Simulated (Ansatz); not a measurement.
# NbSi2N4 monolayer in a perpendicular field, part 2 of 2

Wanted: the out-of-plane response of the NbSi2N4 monolayer. A positive field points along +c.

Ansatz 0.2.0; plane-wave DFT, PBE-D3(BJ), Ansatz PAW.

So far. Step 2 (Relaxing the slab): The lattice constant a goes from 2.920 to 2.950 Å.

**3. Single point, field 0**

A sawtooth potential applies the field, turning back in the middle of the vacuum. With the dipole correction the typed value is the field outside the slab. The induced dipole is small, so the SCF threshold is tight.

The cell differs from the one that the last finished run ended in (c 45.359 → 25.016 Å).

The input, input.yaml:

```yaml
crystal:
  lattice:
    - [2.9502389782, 0.0, 0.0]
    - [-1.4751194891, 2.5549819024, 0.0]
    - [0.0, 0.0, 25.0156502269]
  atoms:
    - { symbol: "N", position: [0.0, 0.0, 0.3597747777], spin: 0.01 }
    - { symbol: Si, position: [0.3333333333, 0.6666666667, 0.3799187159] }
    - { symbol: "N", position: [0.3333333333, 0.6666666667, 0.4497628605], spin: 0.01 }
    - { symbol: Nb, position: [0.0, 0.0, 0.5], spin: 0.35 }
    - { symbol: "N", position: [0.3333333333, 0.6666666667, 0.5502371395], spin: 0.01 }
    - { symbol: Si, position: [0.3333333333, 0.6666666667, 0.6200812841] }
    - { symbol: "N", position: [0.0, 0.0, 0.6402252223], spin: 0.01 }
magnetization:
  spin_polarized: true
kpoints:
  mp_grid: { grid: [18, 18, 1] }
  band_path:
    path: [[0, 0, 0], [0.5, 0, 0], [0.33333333, 0.33333333, 0], [0, 0, 0]]
    npoints: 16
hamiltonian:
  xc: pbe
  dispersion: d3bj
scf:
  occupations: { method: fermi_dirac, width: 0.02585 }
  convergence: { dr2_threshold: 1.0e-10 }
efield:
  axis: 3
  dipole_correction: true
  ramp_position: 0.97
  ramp_width: 0.06
  amplitude: 0
output:
  dos: { projected: true, e_range: [-6, 5] }
  write_potential: true
  write_density: true
  volumetric_format: npy
  elf: true
```

Run with:

```console
$ ansatz run input.yaml --threads 2 --pin off --max-ram 3072MiB --backend cpu --events-out ev --progress --plain --runs-dir out
```

Numbers of over 12 decimals in the logs are rounded to 6 here.

The program printed:

```text
[...]
Crystal: 7 atoms, lattice volume = 188.563 Å³
Basis set: ecut = 420 eV, 3611 PW (Γ)
Bands: 28, of which v1, the nominal top of the filled ones, is band 21 counted from 1 (20 counted from 0)
Symmetry: 6 space group operations
k-points: 37 of 324 (time reversal used)
[...]
Starting moments: Σ|m| = 0.39 μB on 5 of 7 sites
[...]
SCF iter   1: F=—  HF=-7341.943978 eV  |F-HF|=—  |Δ(HF+E_count)|=         —  Δρ=3.91e-2 (↑3.91e-2 ↓3.88e-2)  dr2=1.49e1  dr2_m=1.35e-2  M=0.084 μB ∫|m|=0.113 μB  β_m=0.38  ethr=3.10e-3  p=0.000 e·Å  D=1.61e-13 V/Å  ΔV_dip=-0.00 eV  dr2_dipole=7.47e-8  V_vac-E_F(+/−)=6.49/6.49 eV  ⟨swp⟩=10.0  Hψ=13743  notcnv=0
[...]
efield: sawtooth ramp at fractional position 0.9700 (set: `efield.ramp_position`, or a place that a band, a saddle search or an elastic batch's reference lends), width 0.0600; the density the first Hamiltonian is built on has a dipole p = 0.000 e·Å; the dipole correction subtracts the counter field D = 1.61e-13 V/Å, which shifts the + side's vacuum level by -0.00 eV against the − side's; the planar-averaged density in the ramp window peaks in size at 5.3e-7 e/Å³
[...]
SCF iter   2: F=—  HF=-7356.802529 eV  |F-HF|=—  |Δ(HF+E_count)|=    1.49e1  Δρ=1.90e-2 (↑1.90e-2 ↓1.86e-2)  dr2=3.16e0  dr2_m=3.79e-3  M=0.121 μB ∫|m|=0.128 μB  β_m=0.41  ethr=3.10e-3  p=-0.000 e·Å  D=-9.77e-6 V/Å  ΔV_dip=0.00 eV  dr2_dipole=7.63e-9  V_vac-E_F(+/−)=5.79/5.79 eV  ⟨swp⟩=4.1  Hψ=6065  notcnv=0  defer=114
density mixer auto → msr1: a metal under ldos (density of states about μ 0.83 of a free-electron gas's, 16 screened modes)
SCF iter   3: F=—  HF=-7367.360443 eV  |F-HF|=—  |Δ(HF+E_count)|=    1.06e1  Δρ=1.16e-2 (↑1.16e-2 ↓1.15e-2)  dr2=5.44e-1  dr2_m=3.23e-4  M=0.156 μB ∫|m|=0.158 μB  β_m=0.56  ethr=3.10e-3  p=-0.000 e·Å  D=-7.69e-7 V/Å  ΔV_dip=0.00 eV  dr2_dipole=2.86e-11  V_vac-E_F(+/−)=5.57/5.57 eV  ⟨swp⟩=4.4  Hψ=5913  notcnv=0  defer=104
[...]
SCF iter  17: F=-7368.249244 eV  HF=-7368.249244 eV  |F-HF|=7.28e-12  |Δ(HF+E_count)|=  1.54e-10  Δρ=4.70e-8 (↑3.47e-8 ↓4.70e-8)  dr2=9.76e-12  dr2_m=1.51e-12  M=0.882 μB ∫|m|=0.898 μB  ethr=1.00e-12  p=0.000 e·Å  D=5.07e-9 V/Å  ΔV_dip=-0.00 eV  dr2_dipole=5.43e-16  V_vac-E_F(+/−)=5.40/5.40 eV  ⟨swp⟩=12.5  Hψ=9887  notcnv=0
SCF 1 converged in 17 iterations: F = -7368.249244 eV  dr2 = 9.76e-12
[...]
NSCF: frozen V_eff on 49 k-points
efield: sawtooth ramp at fractional position 0.9700 (kept from the solve that this one continues, or follows in the run), width 0.0600; the density the first Hamiltonian is built on has a dipole p = 0.000 e·Å; the dipole correction subtracts the counter field D = 5.07e-9 V/Å, which shifts the + side's vacuum level by -0.00 eV against the − side's; the planar-averaged density in the ramp window peaks in size at 7.0e-8 e/Å³
SCF converged after 17 iterations
Magnetization: 0.8820 μB (20.9410 up, 20.0590 down)
Absolute magnetization: 0.8989 μB (∫|ρ↑−ρ↓|, with the PAW one-centre terms)
[...]
Per-site moments (μB) at R_I (Å): [(0.00811925, 0.732723), (0.00377567, 0.720719), (0.00737285, 0.720719), (0.359060, 0.873160), (0.00737285, 0.720719), (0.00377566, 0.720719), (0.00811926, 0.732723)]
Free energy (F): -7368.249244 eV
[...]
Internal energy: -7368.245186 eV  (E = F + TS)
E sigma→0 (E₀):  -7368.247215 eV
Entropy (-TS):   -0.004057 eV (-0.580 meV/atom)
Fermi energy:    1.292812 eV
Dipole field:    D = 0.000000 V/Å  (p = 0.000000 e·Å, saw-weighted, corrected)
Work function:   Φ+ = 5.4045 eV   Φ− = 5.4045 eV
Levels:          The Fermi level and band energies are counted from a zero that moves with the ramp; work functions are not
[...]
--- Band table (eV; the first three rows and the last of 74) ---
  k-point 0 ↑: bands = [... 17 lower, -0.8994, -0.8994, -0.8738, 1.5335, 4.5549, 4.5549, 5.0277, 5.0324, ... 3 higher]
  k-point 1 ↑: bands = [... 17 lower, -1.0580, -0.9598, -0.7206, 1.5127, 4.3682, 4.5537, 4.8975, 5.2442, ... 3 higher]
  k-point 2 ↑: bands = [... 17 lower, -1.2091, -1.1255, -0.6527, 1.3761, 4.2273, 4.5541, 4.8177, 5.4910, ... 3 higher]
  k-point 36 ↓: bands = [... 17 lower, -2.4034, -0.5636, 0.1616, 1.9720, 4.5304, 5.2138, 6.5230, 6.8152, ... 3 higher]
```

Elapsed: 35 s, on 2 threads of Intel Xeon Platinum 8559C (Emerald Rapids), shared host; peak memory 0.73 GiB; 66 s of CPU time.

This step gave:

| Item | Value |
| --- | --- |
| energy at zero smearing | -7368.2472 eV |
| total moment | 0.8820 μB |
| site moments | 0.008119, 0.003776, 0.007373, 0.3591, 0.007373, 0.003776, 0.008119 μB |
| work function, upper face | 5.404 eV |
| dipole along the normal | 3.89e-8 e·Å |

Running mean over a fixed 2.6 Å (it still follows the layers) of the planar mean; the ramp of the sawtooth is left out. The electron's electrostatic potential energy less the Fermi level by z:

```tsv
z (Å)	electron's electrostatic potential energy less the Fermi level (eV)
3.5	5.40
4.0	5.40
4.5	5.40
5.0	5.40
5.5	5.40
6.0	5.39
6.5	5.31
7.0	4.92
7.5	2.97
8.0	-1.49
8.5	-5.74
9.0	-8.04
9.5	-8.96
10.0	-9.80
10.5	-8.60
11.0	-8.11
11.5	-10.4
12.0	-12.8
12.5	-13.6
13.0	-12.8
13.5	-10.5
14.0	-8.16
14.5	-8.54
15.0	-9.80
15.5	-8.99
16.0	-8.09
16.5	-5.84
17.0	-1.64
17.5	2.86
18.0	4.90
18.5	5.31
19.0	5.38
19.5	5.40
20.0	5.40
20.5	5.40
21.0	5.40
21.5	5.40
```

The density of states has structure finer than the step of the table below, so its rows give means over 0.25 eV, whole bins alone (the curve runs from -6 to 1.99 eV). Peaks (eV: height): total -5.810: 5.93, -5.310: 7.63, -3.050: 4.99, -2.140: 8.00, -2.000: 7.52, -0.820: 6.22, 0.040: 7.55; up -5.700: 2.91, -5.370: 4.86, -3.050: 3.63, -2.500: 2.85, -2.170: 4.90, -2.000: 4.32, -0.820: 6.22; down -5.810: 3.53, -5.310: 4.98, -2.940: 3.29, -2.420: 2.57, -2.140: 4.19, -1.920: 4.37, 0.040: 7.36.

Density of states against energy, zero at the Fermi level; means over each step; values in states/eV a cell:

```tsv
energy (eV)	total	up	down
-5.75	5.10	2.39	2.71
-5.50	3.65	2.03	1.63
-5.25	5.87	2.73	3.14
-5.00	3.89	1.99	1.90
-4.75	4.21	2.26	1.95
-4.50	3.53	1.60	1.93
-4.25	2.58	1.19	1.39
-4.00	2.28	1.09	1.19
-3.75	1.79	0.912	0.880
-3.50	3.21	1.82	1.38
-3.25	3.91	1.91	2.00
-3.00	4.52	2.24	2.28
-2.75	3.63	1.84	1.79
-2.50	4.15	2.05	2.10
-2.25	5.11	2.68	2.44
-2.00	6.35	2.96	3.39
-1.75	1.86	0.795	1.06
-1.50	0.832	0.409	0.423
-1.25	0.634	0.291	0.344
-1.00	0.00183	0	0.00183
-0.75	2.42	2.42	0
-0.50	0.936	0.936	0
-0.25	0.478	0.478	0
0.00	2.06	0.200	1.86
0.25	1.49	0.144	1.35
0.50	0.612	0	0.612
0.75	0.254	0	0.254
1.00	0.139	0	0.139
1.25	0	0	0
```

Projected DOS per atom over height of the atomic layer and energy from the Fermi level. Layers: N Si N Nb N Si N from below.

Ten even steps from '0' (0.00 states/eV) to '9' (1.40 states/eV), each cell a mean:
```
0000000
0000000
0000000
0001000
0005000
0009000
0003000
0009000
0000000
1010101
4061604
8093908
4074704
5064605
4064604
2043402
3022203
4033304
5154515
7242427
5254525
5364635
```
Columns: height of the atomic layer (Å) from 9 to 16.0 (not evenly spaced); rows upwards: energy from the Fermi level (eV) from -5.96 to 1.96.

Projected DOS per atom, spin up over height of the atomic layer and energy from the Fermi level. Layers: N Si N Nb N Si N from below.

Values in states/eV, 22 rows by 7 columns, each cell a mean:
```
0.00 0.00 0.00 0.00 0.00 0.00 0.00
0.00 0.00 0.00 0.00 0.00 0.00 0.00
0.00 0.00 0.00 0.00 0.00 0.00 0.00
0.00 0.00 0.00 0.00 0.00 0.00 0.00
0.00 0.00 0.01 0.03 0.01 0.00 0.00
0.01 0.01 0.02 0.15 0.02 0.01 0.01
0.01 0.01 0.06 0.50 0.06 0.01 0.01
0.05 0.02 0.14 1.36 0.14 0.02 0.05
0.02 0.00 0.02 0.00 0.02 0.00 0.02
0.10 0.00 0.09 0.01 0.09 0.00 0.10
0.28 0.01 0.38 0.08 0.38 0.01 0.28
0.60 0.02 0.71 0.22 0.71 0.02 0.60
0.31 0.02 0.48 0.31 0.48 0.02 0.31
0.37 0.03 0.44 0.32 0.44 0.03 0.37
0.33 0.04 0.47 0.34 0.47 0.04 0.33
0.17 0.02 0.31 0.24 0.31 0.02 0.17
0.22 0.03 0.17 0.20 0.17 0.03 0.22
0.29 0.06 0.19 0.24 0.19 0.06 0.29
0.38 0.12 0.37 0.36 0.37 0.12 0.38
0.50 0.16 0.32 0.24 0.32 0.16 0.50
0.43 0.17 0.37 0.28 0.37 0.17 0.43
0.37 0.21 0.47 0.32 0.47 0.21 0.37
```
Columns: height of the atomic layer (Å) from 9 to 16.0 (not evenly spaced); rows upwards: energy from the Fermi level (eV) from -5.96 to 1.96.

Projected DOS per atom, spin down over height of the atomic layer and energy from the Fermi level. Layers: N Si N Nb N Si N from below.

Ten even steps from '0' (0.00 states/eV) to '9' (1.18 states/eV), each cell a mean:
```
0000000
0000000
0000000
0002000
0006000
0009000
0000000
0000000
0000000
0000000
3040403
4051504
2042402
3032303
2032302
1021201
2011102
2022202
3032303
4121214
3132313
3132313
```
Columns: height of the atomic layer (Å) from 9 to 16.0 (not evenly spaced); rows upwards: energy from the Fermi level (eV) from -5.96 to 1.96.

Deep bands are left out, so band numbers here count from the lowest band kept and differ from the log's. Electronic bands along the path, in eV, zero at the Fermi level; # counts the bands kept:

```tsv
point	up #10	up #11	up #12	up #13	down #10	down #11	down #12	down #13
Γ	-2.19	-2.19	-2.17	0.24	-2.13	-2.11	-2.11	0.96
halfway	-2.97	-2.63	-2.16	-0.67	-2.90	-2.45	-2.12	0.17
M	-2.26	-2.25	-1.73	-0.70	-2.22	-2.18	-1.68	0.11
halfway	-2.79	-2.00	-1.60	-0.50	-2.66	-1.93	-1.56	0.31
K	-3.88	-1.92	-1.17	-0.14	-3.70	-1.86	-1.13	0.68
halfway	-2.45	-2.33	-2.19	-0.81	-2.33	-2.29	-2.13	0.05
Γ	-2.19	-2.19	-2.17	0.24	-2.13	-2.11	-2.11	0.96
```

Spin density in the ca plane at fractional y = 0.667, with atoms of Si and N within 0.2 Å of it.

Ten even steps from '0' (0.00 e/Å³) to '9' (0.13 e/Å³), each cell a mean:
```
00000000000000000000000000000149610000000000
00000000000000000000000000000149610000000000
00000000000000000000000000000036410000000000
00000000000000000000000000000012100000000000
00000000000000000000000001110000000011000000
00000000000000000000000001110000000011000000
00000000000000000000000000000001100000000000
00000000000000000000000000000025300000000000
```
Columns run along c (16.0 Å, from fractional 0.05 to 0.69 of the cell), rows up along a (3.0 Å). Atoms in or near the plane, at fractional coordinates: Si at (0.38, 0.33), N at (0.45, 0.33), N at (0.55, 0.33), Si at (0.62, 0.33).

Valence density in the ca plane at fractional y = 0.667, with atoms of Si and N within 0.2 Å of it. It is the smooth field of the valence electrons, not physical close to the nuclei.

Values in e/Å³, 5 rows by 16 columns, each cell a mean:
```
0.0 0.0 0.0 0.0 0.2 0.5 0.2 0.2 0.8 0.4 0.1 0.3 0.5 0.1 0.0 0.0
0.0 0.0 0.0 0.0 0.2 0.5 0.2 0.4 0.6 0.5 0.3 0.4 0.4 0.1 0.0 0.0
0.0 0.0 0.0 0.0 0.1 0.3 0.6 2.3 0.6 1.5 1.7 0.3 0.3 0.0 0.0 0.0
0.0 0.0 0.0 0.0 0.1 0.2 0.8 3.0 0.7 1.9 2.2 0.3 0.2 0.0 0.0 0.0
0.0 0.0 0.0 0.0 0.1 0.5 0.3 0.8 0.5 0.7 0.6 0.4 0.4 0.0 0.0 0.0
```
Columns run along c (16.0 Å, from fractional 0.16 to 0.79 of the cell), rows up along a (3.0 Å). Atoms in or near the plane, at fractional coordinates: Si at (0.38, 0.33), N at (0.45, 0.33), N at (0.55, 0.33), Si at (0.62, 0.33).

Electrostatic potential energy in the ca plane at fractional y = 0.667, with atoms of Si and N within 0.2 Å of it. With pseudopotentials it is smooth inside the atoms' cores, unlike the true potential.

Ten even steps from '0' (-57 eV) to '9' (7 eV), each cell a mean:
```
99999999999999888999987556899998889999999999
99999999999999888999987556899998889999999999
99999999999998877899988767889987778999999999
99999999999998523587568888656873247899999999
99999999999987200373016888201650015899999999
99999999999986200262016887201640005899999999
99999999999998522586458888645863137899999999
99999999999998777899888777889987678999999999
```
Columns run along c (16.0 Å, from fractional 0.16 to 0.79 of the cell; values clipped at the 3rd and 97th percentile), rows up along a (3.0 Å). Atoms in or near the plane, at fractional coordinates: Si at (0.38, 0.33), N at (0.45, 0.33), N at (0.55, 0.33), Si at (0.62, 0.33).

The work function of the upper face is 5.40 eV.

**4. Single point, field 0.1 V/Å**

Edit input.yaml of step 3 so:

```diff
@@ -31,5 +31,4 @@
   ramp_width: 0.06
-  amplitude: 0
+  amplitude: 0.1
 output:
-  dos: { projected: true, e_range: [-6, 5] }
   write_potential: true
@@ -37,2 +36 @@
   volumetric_format: npy
-  elf: true
```

The program printed:

```text
[...]
Crystal: 7 atoms, lattice volume = 188.563 Å³
Basis set: ecut = 420 eV, 3611 PW (Γ)
Bands: 28, of which v1, the nominal top of the filled ones, is band 21 counted from 1 (20 counted from 0)
Symmetry: 6 space group operations
k-points: 37 of 324 (time reversal used)
[...]
Starting moments: Σ|m| = 0.39 μB on 5 of 7 sites
[...]
k-point 1 ↑: bands = [... 17 lower, -1.0579, -0.9600, -0.7205, 1.5125, 4.3667, 4.5535, 4.8942, 5.2440, ... 3 higher]
  k-point 2 ↑: bands = [... 17 lower, -1.2087, -1.1257, -0.6526, 1.3760, 4.2259, 4.5539, 4.8168, 5.4908, ... 3 higher]
  k-point 36 ↓: bands = [... 17 lower, -2.4035, -0.5650, 0.1629, 1.9717, 4.5302, 5.2132, 6.5224, 6.8151, ... 3 higher]
[key lines of the parts left out:]
SCF converged after 17 iterations
Magnetization: 0.8820 μB (20.9410 up, 20.0590 down)
Free energy (F): -7368.250902 eV
Fermi energy:    1.292622 eV
Dipole field:    D = 0.031822 V/Å  (p = 0.033161 e·Å, saw-weighted, corrected)
```

Elapsed: 35 s, on 2 threads; peak memory 0.74 GiB; 68 s of CPU time.

The dipole is 0.0332 e·Å.

**5. Atoms held, field -0.1 V/Å**

Edit input.yaml of step 4 so:

```diff
@@ -31,3 +31,3 @@
   ramp_width: 0.06
-  amplitude: 0.1
+  amplitude: -0.1
 output:
```

The program printed:

```text
[...]
Crystal: 7 atoms, lattice volume = 188.563 Å³
Basis set: ecut = 420 eV, 3611 PW (Γ)
Bands: 28, of which v1, the nominal top of the filled ones, is band 21 counted from 1 (20 counted from 0)
Symmetry: 6 space group operations
k-points: 37 of 324 (time reversal used)
[...]
Starting moments: Σ|m| = 0.39 μB on 5 of 7 sites
[...]
k-point 1 ↑: bands = [... 17 lower, -1.0579, -0.9600, -0.7205, 1.5125, 4.3667, 4.5535, 4.8942, 5.2440, ... 3 higher]
  k-point 2 ↑: bands = [... 17 lower, -1.2087, -1.1257, -0.6526, 1.3760, 4.2259, 4.5539, 4.8168, 5.4908, ... 3 higher]
  k-point 36 ↓: bands = [... 17 lower, -2.4035, -0.5650, 0.1629, 1.9717, 4.5302, 5.2132, 6.5224, 6.8151, ... 3 higher]
[key lines of the parts left out:]
SCF converged after 17 iterations
Magnetization: 0.8820 μB (20.9410 up, 20.0590 down)
Free energy (F): -7368.250902 eV
Fermi energy:    1.292622 eV
Dipole field:    D = -0.031822 V/Å  (p = -0.033161 e·Å, saw-weighted, corrected)
```

Elapsed: 41 s, on 2 threads; peak memory 0.73 GiB; 78 s of CPU time.

The dipole is -0.0332 e·Å.

**6. Response, atoms held**

This step: plane-wave DFT, PBE-D3(BJ), Ansatz PAW; response to a field along the normal, atoms held (Ansatz 0.2.0).

The dipoles give the slope, and the difference of two potentials shows where the field is screened.

Numbers from this step:

- equivalent conductor thickness p/(ε₀AE): 7.961 Å
- distance between the outer atoms: 7.016 Å

Table of dipole of the cell by applied field:

```tsv
applied field (V/Å)	dipole of the cell (e·Å)
-0.1000	-0.0332
0.0000	3.9e-8
0.1000	0.0332
```

The total moment stays at 0.882 μB for applied field from -0.1 to 0.1 V/Å.

Local field over the applied field, running mean. From the potentials at -0.1 and 0.1 V/Å; running mean over 2.5 Å. Local field over applied field against z:

```tsv
z (Å)	local field over applied field
4.5	1.000
5.0	0.998
5.5	0.994
6.0	0.982
6.5	0.946
7.0	0.862
7.5	0.720
8.0	0.555
8.5	0.394
9.0	0.277
9.5	0.200
10.0	0.166
10.5	0.143
11.0	0.127
11.5	0.0960
12.0	0.0677
12.5	0.0534
13.0	0.0670
13.5	0.0949
14.0	0.126
14.5	0.142
15.0	0.165
15.5	0.199
16.0	0.274
16.5	0.389
17.0	0.549
17.5	0.715
18.0	0.859
18.5	0.945
19.0	0.981
19.5	0.994
20.0	0.998
20.5	1.000
```

The induced electron density oscillates, so the rows of the table below give means over windows of 0.5 Å about each position, cut where the curve ends. Its maxima inside the range that stand out by 2 % of the span (Å: e/Å³ per V/Å): 8.20: 0.00385, 9.17: 0.00120, 10.56: 0.00142, 11.40: 0.00113, 13.06: 7.7e-4, 14.04: -3.7e-4, 15.29: 0.00193, 16.12: -4.0e-4. Its minima: 8.89: 4.0e-4, 9.73: -0.00193, 10.98: 3.7e-4, 11.95: -7.7e-4, 13.62: -0.00113, 14.45: -0.00142, 15.84: -0.00120, 16.82: -0.00385.

Electrons, planar mean, per unit field. Induced electron density against z; means over each step:

```tsv
z (Å)	induced electron density (e/Å³ per V/Å)
4.5	1.8e-6
5.0	6.7e-6
5.5	2.4e-5
6.0	8.1e-5
6.5	2.6e-4
7.0	7.5e-4
7.5	0.00190
8.0	0.00344
8.5	0.00254
9.0	7.8e-4
9.5	-8.2e-4
10.0	-6.4e-4
10.5	0.00120
11.0	6.8e-4
11.5	5.8e-4
12.0	-6.0e-4
12.5	-9.7e-6
13.0	6.0e-4
13.5	-5.4e-4
14.0	-6.8e-4
14.5	-0.00121
15.0	5.7e-4
15.5	9.0e-4
16.0	-7.8e-4
16.5	-0.00244
17.0	-0.00347
17.5	-0.00194
18.0	-7.8e-4
18.5	-2.7e-4
19.0	-8.5e-5
19.5	-2.5e-5
20.0	-6.9e-6
20.5	-1.9e-6
```

By hand: between -0.1 and 0.1 V/Å the dipole changes by 0.06632 e·Å, a slope of 0.3316 e·Å²/V. A perfect conductor of thickness t has p = ε₀AEt, so t = 180.95 × 0.3316 / 7.538 = 7.96 Å (e/ε₀ = 180.95 V·Å, A in Å²).

The induced dipole is that of a conductor 7.96 Å thick.

**7. Outcome**

| Item | Value |
| --- | --- |
| gap without field | none |
| work function, upper face | 5.40 eV |
| equivalent conductor thickness, atoms held | 7.96 Å |

What this shows: The induced dipole equals that of a perfect conductor 7.96 Å thick, while the outer atoms lie 7.02 Å apart. There is no gap over 0.03 eV, with or without the field. For an open d or f shell that can be the fault of a semilocal functional without a Hubbard term. The magnetic order is the one reached from the typed start; other orders were not compared. Spin-orbit coupling is left out. The outer anions sit over the metal atoms, one of several polytypes of such layers and not the lowest for every compound.

[Logs are printed without paths, hosts, clocks, repeated set-up lines and the standing remarks that a program may print on its own settings, such as how far it seeks lower states.]

[Hosts, paths, dates, database ids (printed as entryN), source tags and the programs' standing remarks are cut or masked in the printed files.]

[Maps of the electrostatic potential energy from Ansatz leave out the sawtooth potential of an applied field or a dipole correction, so their vacuum need not be flat; planar profiles and work functions include it.]

[The density of states shown here was stored with 400 of the rows of the run's finer table, so its peaks can read low, often by over a quarter, or be missed, and its means over a window can be off by a tenth or more.]
